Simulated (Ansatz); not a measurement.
The elements of this relaxed trial crystal are hidden behind letters.

```
lattice vectors (Å)
  -1.6531    1.6531    5.6630
   1.6531   -1.6531    5.6630
   1.6531    1.6531   -5.6630
fractional positions
X 0.3338 0.3338 0.0000
X 0.0838 0.5838 0.5000
Z 0.1662 0.1662 0.0000
Z 0.9162 0.4162 0.5000
```

All numbers below come from DFT PBE, scalar-relativistic, plane waves, PAW in Ansatz 0.2.0. The final run on the 4-atom cell used 420 eV, a Γ-centred 16×16×16 mesh, 0.02 eV smearing and no spin polarisation.

| Quantity | Value |
| --- | --- |
| Space group | I4_1md (No. 109) |
| Conventional cell | a = 3.306 Å, c = 11.326 Å |
| Volume per atom | 15.48 Å³ |
| Density | 4.37 g/cm³ |
| Energy over the elements | −1.147 eV/atom |
| Gap on the 16×16×16 mesh of the 4-atom cell | 0.59 eV |

Energies are uncorrected and count from the elements' standard states at the same level.

Problem. X is a d-block element of period 4 and Z is a p-block element of period 2. Which elements are they?

Solution. X = Zn, Z = O, so the formula is ZnO. Density times volume gives a mean mass of 4.37 × 15.48/1.6605 = 40.7 u per atom, and this set has 40.7 u. Among the elements that the hints allow, noble gases aside, only these give it. Zn has 3 O at 1.90 Å; O has 3 Zn at 1.90 Å.

Kohn–Sham gaps at this level usually fall short of measured ones. Symmetry constrained the relaxation, so the result can be a saddle point.
